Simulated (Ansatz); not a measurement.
# CuO (Cccm): equation of state

An exercise on one series of results from a longer session: the logs are not shown, and one member is left open.

Computed with Ansatz 0.2.0 (DFT PBE+U (U_eff = 4 eV on Cu 3d), scalar-relativistic, plane waves, PAW, unless a step's input says otherwise).

## The system as given

The structure is orthorhombic, space group Cccm (No. 66). The conventional cell has a = 4.164 Å, b = 4.189 Å, c = 5.200 Å, α = 90.00°, β = 90.00°, γ = 90.00°. Around Cu (site symmetry 2/m) lie 4 O at 1.97 Å. Around O (site symmetry 222) lie 4 Cu at 1.97 Å.

Coordinates:

```xyz
8
Lattice="4.1757 0.0000 0.3308 0.0000 4.1641 0.0000 1.6769 2.0821 5.3495" Properties=species:S:1:pos:R:3 pbc="T T T"
Cu    1.0439    1.0410    0.0827
Cu    0.8384   -1.0410    2.6748
O     1.9851   -0.0001    1.4614
O     1.7796    0.0001    4.0535
Cu    3.1318    3.1231    0.2480
Cu    2.9263    1.0410    2.8402
O     4.0730    2.0820    1.6268
O     3.8675    2.0822    4.2189
```

This cell comes from an earlier session at PBE+U (U_eff = 4 eV on Cu 3d): 11.339 Å³/atom at 0.01 GPa, on a 8×8×8 mesh. The large moments point both ways and cancel.

Volume factors to run: 0.980, 1.020, 0.960, 1.040.

Set-up of the first run:

File input.yaml:

```yaml
crystal:
  lattice:
    - [4.1477205222, 0.0, 0.3285303457]
    - [0.0, 4.1361972593, 0.0]
    - [1.6656047341, 2.0680986297, 5.3136104321]
  atoms:
    - { symbol: Cu, position: [0.2500034622, 0.250004353, -6.9921e-06], spin: 0.59 }
    - { symbol: Cu, position: [-3.4622e-06, -0.5000026391, 0.5000069921], spin: 0.59 }
    - { symbol: O, position: [0.3749999969, -0.1250243614, 0.2499999995] }
    - { symbol: O, position: [0.125, -0.3749773551, 0.75] }
    - { symbol: Cu, position: [0.7500034624, 0.7500043521, -6.9923e-06], spin: -0.59 }
    - { symbol: Cu, position: [0.4999965376, -2.6402e-06, 0.5000069923], spin: -0.59 }
    - { symbol: O, position: [0.8750000031, 0.374975638, 0.2500000005] }
    - { symbol: O, position: [0.625, 0.1250226526, 0.75] }
basis:
  ecutwfc: 420
  ecutrho_ratio: 4
kpoints:
  mp_grid: { grid: [8, 8, 8] }
hamiltonian:
  xc: pbe
  hubbard:
    sites:
      - { species: Cu, l: d, u_eff: 4.0, starting_ns: start.occupation_matrices }
    ns_hold: { iters: 6 }
scf:
  occupations: { method: gaussian, width: 0.05 }
  lower_state_search: "off"
output:
  forces: true
  stress: true
  eigenvalues: true
  populations: true
magnetization:
  spin_polarized: true
relax:
  f_tol: 0.01
  max_steps: 40
  cell: { stress_tol: 0.1, fix: [volume] }
```

start.occupation_matrices holds the open shells' occupation matrices from the neighbouring geometry.

On the command line:

```sh
ansatz run input.yaml --threads 4 --pin off --max-ram 10240MiB --backend cpu --events-out ev --progress --plain --runs-dir out
```

Steps of the session up to this table: Scaling the volume by 0.980; Scaling the volume by 1.020; Volume × 0.960; Scaling the volume by 1.040.

One of the session's tables, all rows but one given; the rest of the session is left out.

It belongs to the step «The fit». 

```
volume (Å³/atom)  energy (meV/atom)  pressure (GPa)
          10.885               8.07            5.92
          11.112                  ?               ?
          11.339               0.00            0.01
          11.566               1.78           -2.51
          11.792               6.95           -4.76
```

Q: Estimate the row for volume (Å³/atom) = 11.112 from the others.

Worked estimate for «energy (meV/atom)». A straight line through the neighbours (10.885, 8.07) and (11.339, 0.00) gives 8.07 + (0.00 − 8.07) × (11.112 − 10.885) / (11.339 − 10.885) = 4.04; a parabola fitted to 3 rows on both sides gives 2.10.

As computed: energy (meV/atom): 1.93; pressure (GPa): 2.82. In «energy (meV/atom)» the line misses by +2.11 and the parabola by +0.17.

Limits of these values: Warnings in the runs' records: anti translation declined, stability check not made.
